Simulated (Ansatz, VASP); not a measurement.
**HC2Cl (H-CC-Cl chair monolayer) in two plane-wave programs**

One calculation is typed for both programs; each brings its own data sets. How far apart do they land? The structure shown is the start of the Ansatz relaxation below; VASP solves that cell, so the two are compared at the walk's first step.

Program: Ansatz 0.2.0. Level of theory: plane waves, with VASP 6.6.1 beside it; single point at PBE with D3(BJ). Results are calculated unless marked as measured.

**1. Set-up**

The cell holds 4 atoms: 1 Cl, 2 C and 1 H. Cell: a = 2.508 Å, b = 2.508 Å, c = 37.757 Å, α = 90.0°, β = 90.0°, γ = 120.0°. Vacuum lies along c.

**2. Ansatz: relaxation, PBE with D3(BJ)**

Ansatz runs on its PAW soft_1 files.

The two programs are compared at the cell with which this relaxation starts, whose forces are those of its first step.

Input file input.yaml:

```yaml
crystal:
  lattice:
    - [2.508, 0.0, 0.0]
    - [-1.254, 2.1719917127, 0.0]
    - [0.0, 0.0, 37.7566666646]
  atoms:
    - { symbol: Cl, position: [0.6666666667, 0.3333333333, 0.455548689] }
    - { symbol: C, position: [0.6666666667, 0.3333333333, 0.5026926812] }
    - { symbol: C, position: [0.3333333333, 0.6666666667, 0.5161119449] }
    - { symbol: H, position: [0.3333333333, 0.6666666667, 0.544451311] }
  periodic: [true, true, false]
kpoints:
  mp_grid: { grid: [18, 18, 1] }
hamiltonian:
  xc: pbe
  dispersion: d3bj
  pseudopotentials: { kind: paw, azcp: { folder: soft_1 } }
scf:
  occupations: { method: fermi_dirac, width: 0.05 }
  convergence: { dr2_threshold: 1.0e-09 }
relax:
  f_tol: 0.004
  max_steps: 90
  cell: {}
output:
  write_potential: true
  write_density: true
  volumetric_format: npy
```

Run with:

```sh
$ ansatz run input.yaml --threads 2 --pin off --max-ram 3072MiB --backend cpu --events-out ev --progress --plain --runs-dir out
```

Numbers of over 12 decimals in the logs are rounded to 6 here.

What it wrote:

```text
Warning: relax.cell: scf.convergence.dr2_threshold = 1e-9 eV is looser than the 2.24214562447e-10 eV advised for a relaxation that steers and ends on the stress (1e-10 eV for each atom of the cell: 4, times the square of relax.cell.stress_2d_tol = 0.05 N/m over 13.4 Å (the atoms' height at the walk's start and 5 Å past either face), 3.743e-2 GPa, over a crystal's default 0.05). What an SCF threshold leaves in a stress goes as its square root, and in the free energy as the threshold itself, and one threshold admits the most on a small cell: [figures from the program's tests cut] Set scf.convergence.dr2_threshold to 2.24214562447e-10 eV or tighter. [rest of the remark cut]
Engine: ansatz 0.2.0, aarch64-unknown-linux-gnu
Pseudopotentials: kind: paw
Pseudopotential: Cl, paw, valence charge 7, recommended cutoff 420 eV (normal), soft_1/Cl.paw.azcp
Pseudopotential: C, paw, valence charge 4, recommended cutoff 420 eV (normal), soft_1/C.paw.azcp
Pseudopotential: H, paw, valence charge 1, recommended cutoff 420 eV (normal), soft_1/H.paw.azcp
Functional definition: PBE
  parameter kappa = 0.804
  parameter beta = 0.066725
  exchange = pbe_x(kappa = kappa, mu = beta*pi^2/3)
  correlation = pbe_c(beta = beta)
Crystal: 4 atoms, lattice volume = 205.674 Å³
Basis set: ecut = 420 eV, 4021 PW (Γ), exchange–correlation on 36×36×512 points (8 copies of the dense FFT grid, shifted against one another)
Bands: 12, of which v1, the nominal top of the filled ones, is band 8 counted from 1 (7 counted from 0)
Symmetry: 6 space group operations
Space group: P3m1 (ITA 156), of the structure as read, at distance tolerance 5.9e-5 Å
k-points: 37 of 324 (time reversal used)
Non-local potential: Cl, projectors of the file, l = 0: 2, l = 1: 2, l = 2: 1
Non-local potential: C, projectors of the file, l = 0: 2, l = 1: 2, l = 2: 1
Non-local potential: H, projectors of the file, l = 0: 2, l = 1: 1
PAW form: soft (Blöchl's): semilocal exchange-correlation on the pseudo side does not see the compensation charge
PAW one-centre angular grid: Cl, 110 points (default); XC on 64 Gauss nodes
PAW one-centre angular grid: C, 110 points (default); XC on 64 Gauss nodes
PAW one-centre angular grid: H, 110 points (default); XC on 64 Gauss nodes
Initial density: superposition of atomic densities (neutral atoms: chi_scale 0, normalization atom)
Initial wavefunctions: pseudopotential atomic-orbital guess
Functional: x = pbe(κ = 0.804, μ = 0.219515), c = pbe(β = 0.066725)
SCF iter   1: F=—  HF=-1596.365229 eV  |F-HF|=—  |Δ(HF+E_count)|=         —  Δρ=4.47e-2  dr2=4.31e0  ethr=3.10e-3  ⟨swp⟩=15.6  Hψ=5885  notcnv=0
preconditioner: auto → LDOS  [metal: Δε(μ)=0.031 eV  Ē_g=14.861 eV  σ=0.050 eV  W_gap=0.15  n_scr=20 (ndim 8)  ℏωp=10.2 eV  f_vac=0.810  D(μ)=0.81/eV (n_scr^D=10)  β→1.0]
SCF iter   2: F=—  HF=-1595.176074 eV  |F-HF|=—  |Δ(HF+E_count)|=    1.19e0  Δρ=1.82e-2  dr2=6.23e-1  ethr=3.10e-3  ⟨swp⟩=5.4  Hψ=1771  notcnv=0
SCF iter   3: F=—  HF=-1595.053838 eV  |F-HF|=—  |Δ(HF+E_count)|=   1.22e-1  Δρ=6.83e-3  dr2=1.28e-1  ethr=3.10e-3  ⟨swp⟩=3.5  Hψ=1423  notcnv=0
SCF iter   4: F=—  HF=-1595.025371 eV  |F-HF|=—  |Δ(HF+E_count)|=   2.85e-2  Δρ=1.08e-3  dr2=1.87e-2  ethr=7.99e-4  ⟨swp⟩=3.9  Hψ=996  notcnv=0  defer=1
SCF iter   5: F=—  HF=-1595.022948 eV  |F-HF|=—  |Δ(HF+E_count)|=   2.42e-3  Δρ=4.78e-4  dr2=2.94e-3  ethr=1.17e-4  ⟨swp⟩=4.8  Hψ=1007  notcnv=0  defer=2
SCF iter   6: F=—  HF=-1595.022741 eV  |F-HF|=—  |Δ(HF+E_count)|=   2.08e-4  Δρ=2.60e-4  dr2=2.46e-4  ethr=1.84e-5  ⟨swp⟩=4.1  Hψ=985  notcnv=0  defer=4
SCF iter   7: F=—  HF=-1595.022696 eV  |F-HF|=—  |Δ(HF+E_count)|=   4.47e-5  Δρ=6.81e-5  dr2=7.42e-5  ethr=1.54e-6  ⟨swp⟩=3.8  Hψ=1115  notcnv=0
SCF iter   8: F=—  HF=-1595.022672 eV  |F-HF|=—  |Δ(HF+E_count)|=   2.39e-5  Δρ=2.11e-5  dr2=1.96e-5  ethr=4.64e-7  ⟨swp⟩=1.8  Hψ=543  notcnv=0
SCF iter   9: F=—  HF=-1595.022675 eV  |F-HF|=—  |Δ(HF+E_count)|=   3.01e-6  Δρ=8.50e-6  dr2=1.07e-6  ethr=1.23e-7  ⟨swp⟩=2.5  Hψ=648  notcnv=0
SCF iter  10: F=—  HF=-1595.022695 eV  |F-HF|=—  |Δ(HF+E_count)|=   2.01e-5  Δρ=5.93e-6  dr2=1.91e-7  ethr=6.69e-9  ⟨swp⟩=3.3  Hψ=926  notcnv=0
SCF iter  11: F=—  HF=-1595.022695 eV  |F-HF|=—  |Δ(HF+E_count)|=   1.82e-8  Δρ=6.49e-7  dr2=1.63e-9  ethr=1.19e-9  ⟨swp⟩=3.1  Hψ=767  notcnv=0  defer=1
SCF iter  12: F=-1595.022695 eV  HF=-1595.022695 eV  |F-HF|=2.44e-10  |Δ(HF+E_count)|=   8.24e-9  Δρ=1.73e-7  dr2=9.37e-11  ethr=6.25e-12  ⟨swp⟩=12.6  Hψ=3724  notcnv=0
[...]
Crystal: 4 atoms, lattice volume = 246.777 Å³
iter 1 solved again at ethr=8.26e-7 eV; its pass at ethr=3.10e-3 eV (dr2=1.32e-4 eV) is discarded
SCF iter   1: F=—  HF=-1595.950843 eV  |F-HF|=—  |Δ(HF+E_count)|=         —  Δρ=1.46e-4  dr2=1.31e-4  ethr=8.26e-7  ⟨swp⟩=3.0  Hψ=4219  notcnv=0
preconditioner: auto → Resta (q_TF=auto, 1.729 Å⁻¹)  ε∞=1.5  [insulator: Δε(μ)=0.398 eV  Ē_g=12.886 eV  σ=0.050 eV  W_gap=0.96  n_scr=20 (ndim 8)  ℏωp=9.5 eV  f_vac=0.824  D(μ)=0.01/eV (n_scr^D=0)  ε∞_Penn≈1.5  vacuum switching on, ρ_ref=1.2e-2 e/Å³]
SCF iter   2: F=—  HF=-1595.950841 eV  |F-HF|=—  |Δ(HF+E_count)|=   2.37e-6  Δρ=1.18e-4  dr2=1.64e-4  ethr=8.20e-7  ⟨swp⟩=2.9  Hψ=779  notcnv=0
SCF iter   3: F=—  HF=-1595.950818 eV  |F-HF|=—  |Δ(HF+E_count)|=   2.21e-5  Δρ=5.43e-5  dr2=6.37e-6  ethr=8.20e-7  ⟨swp⟩=2.2  Hψ=574  notcnv=0
SCF iter   4: F=—  HF=-1595.950824 eV  |F-HF|=—  |Δ(HF+E_count)|=   5.03e-6  Δρ=1.54e-5  dr2=3.19e-7  ethr=3.98e-8  ⟨swp⟩=2.9  Hψ=809  notcnv=0
SCF iter   5: F=—  HF=-1595.950873 eV  |F-HF|=—  |Δ(HF+E_count)|=   4.94e-5  Δρ=3.00e-6  dr2=1.43e-8  ethr=1.99e-9  ⟨swp⟩=2.7  Hψ=832  notcnv=0
SCF iter   6: F=—  HF=-1595.950873 eV  |F-HF|=—  |Δ(HF+E_count)|=   6.29e-9  Δρ=9.35e-7  dr2=1.50e-9  ethr=8.91e-11  ⟨swp⟩=3.0  Hψ=876  notcnv=0
SCF iter   7: F=-1595.950873 eV  HF=-1595.950873 eV  |F-HF|=7.87e-11  |Δ(HF+E_count)|=   1.36e-9  Δρ=3.14e-7  dr2=2.72e-10  ethr=6.25e-12  ⟨swp⟩=10.4  Hψ=3126  notcnv=0
SCF 11 converged in 7 iterations: F = -1595.950873 eV  dr2 = 2.72e-10
relax step  11: F+E_penalty+E_count = -1595.95087290 eV  Δ(F+E_penalty+E_count) = -1.177e-5 eV  max|allowed force component| = 3.394e-3 eV/Å  Δτ_max = 0.0001 Å  P = +0.110 N/m  Ω = 246.777 Å³  energy of the carried Pulay correction = -2.447e-4 eV  fix = [c, alpha, beta]  reactions: c +0.000 N/m  (7 SCF iters, accepted)
[...]
relax step  12: F+E_penalty+E_count = -1595.95084221 eV  Δ(F+E_penalty+E_count) = +3.069e-5 eV  max|allowed force component| = 3.333e-5 eV/Å  Δτ_max = 0.0001 Å  P = +0.000 N/m  Ω = 246.988 Å³  energy of the carried Pulay correction = -2.948e-4 eV  fix = [c, alpha, beta]  reactions: c +0.000 N/m  (6 SCF iters, accepted)
[...]
relax step  13: F+E_penalty+E_count = -1595.95113219 eV  Δ(F+E_penalty+E_count) = -2.900e-4 eV  max|allowed force component| = 9.743e-5 eV/Å  Δτ_max = 0.0000 Å  P = +0.002 N/m  Ω = 246.988 Å³  fix = [c, alpha, beta]  reactions: c +0.000 N/m  stress off target by 2.20e-3 N/m on what of the cell is left free  SCF on the basis re-selected at this cell (its energy is not comparable with the rows above)  (8 SCF iters)
basis re-selected at this cell: Δ(F+E_penalty+E_count) = -2.900e-4 eV, ΔP = +0.002 N/m vs the last step (what re-selecting the basis moved, of the pressure what is left beyond the Pulay correction that the steps carried, after the strain that the cell walked since its last selection, with what the two solves' SCF thresholds leave and, on support functions, any second-order correction that the steps lacked; it is no m [...]
SCF converged after 8 iterations
an eigenvalue changed by more than its tolerance at an iteration that met the thresholds in force, so the SCF went on 1 time: the last check found none over its tolerance
Free energy (F): -1595.951132 eV
Harris-Foulkes:  -1595.951132 eV  (|F-HF|=1.28e-9)
Internal energy: -1595.950930 eV  (E = F + TS)
E sigma→0 (E₀):  -1595.951031 eV
Entropy (-TS):   -0.000202 eV (-0.050 meV/atom)
Fermi energy:    -2.188821 eV
--- Per-component energies (eV) ---
  E_band       = -186.257939
  E_kinetic    = 340.740984
  E_local      = -28841.093679  (includes V_loc(G=0)·N_el)
  E_nonlocal   = 77.624556
  E_hartree    = 14249.277775
  E_xc         = -210.363147
  E_vxc        = -243.971336  (∫ρ·V_xc dr)
  E_paw        = -858.901754  (= ΣΔE_a)
  E_vpaw       = -18.113475  (= ΣTr[D̂ρ^β])
  E_aug_tail   = -0.000974  (compensation charges beyond the density's cutoff)
  E_ewald      = 13647.222685
  E_disp       = -0.457377  (pairwise vdW)
  E_smearing   = -0.000202  (= −TS)
  E_closure    = 0.000000  (closes the sum)
  Σ components = -1595.951132   (vs F -1595.951132, Δ=0.00e0)
--- Forces (eV/Å), atoms counted from 1 ---
  atom   1  Cl    -0.00000000    -0.00000000    -0.00000858
  atom   2  C      0.00000000     0.00000000    -0.00001084
  atom   3  C     -0.00000000    -0.00000000     0.00009750
  atom   4  H      0.00000000     0.00000000    -0.00007781
  max |Σ_I F_I| component: 2.60e-7 eV/Å
--- 2D stress c σ (N/m, compression-positive) ---
        0.002201      -0.000000       0.000000
       -0.000000       0.002201      -0.000000
        0.000000      -0.000000       0.000000
  P = ½ c Tr σ = 0.0022 N/m
--- Band table (eV; the first three rows and the last of 37) ---
  k-point 0: bands = [... 4 lower, -6.7189, -6.7189, -2.4088, -2.4088, -1.9994, -0.9521, -0.5493, -0.0826]
  k-point 1: bands = [... 4 lower, -7.0442, -6.8310, -2.7012, -2.4596, -1.9251, -0.8706, -0.4716, -0.0136]
  k-point 2: bands = [... 4 lower, -7.8601, -7.1302, -3.4465, -2.6100, -1.7049, -0.6315, -0.2785, 0.1662]
  k-point 36: bands = [... 4 lower, -10.5030, -9.1086, -7.8432, -7.2780, 1.2104, 2.2446, 4.0437, 5.4497]
  the weakly bound empty levels are not read free of the cell's end (no_gap_told)
--- Relaxed structure (11 steps of the walk, 10 accepted, 2 SCFs on fresh bases) ---
  F+E_penalty+E_count = -1595.95113219 eV   max|allowed force component| = 9.743e-5 eV/Å   (the final SCF, on the basis selected at the relaxed cell)
  cell:  # Å, volume = 246.9877 Å³
    - [2.748372, 0, 0]
    - [-1.374186, 2.380160, 0]
    - [0, 0, 37.7566666646]
  atoms:
    - { symbol: Cl, position: [0.666667, 0.333333, 0.456208] }
    - { symbol: C, position: [0.666667, 0.333333, 0.502836] }
    - { symbol: C, position: [0.333333, 0.666667, 0.515251] }
    - { symbol: H, position: [0.333333, 0.666667, 0.544509] }
```

(Part 1 of 2 ends here.)

[Lines on the potential files, build, host, timing and source positions are cut from VASP's logs without a mark.]

[Logs are printed without paths, hosts, clocks, repeated set-up lines and the standing remarks that a program may print on its own settings, such as how far it seeks lower states.]

[Hosts, paths, dates, database ids (printed as entryN), source tags and the programs' standing remarks are cut or masked in the printed files.]
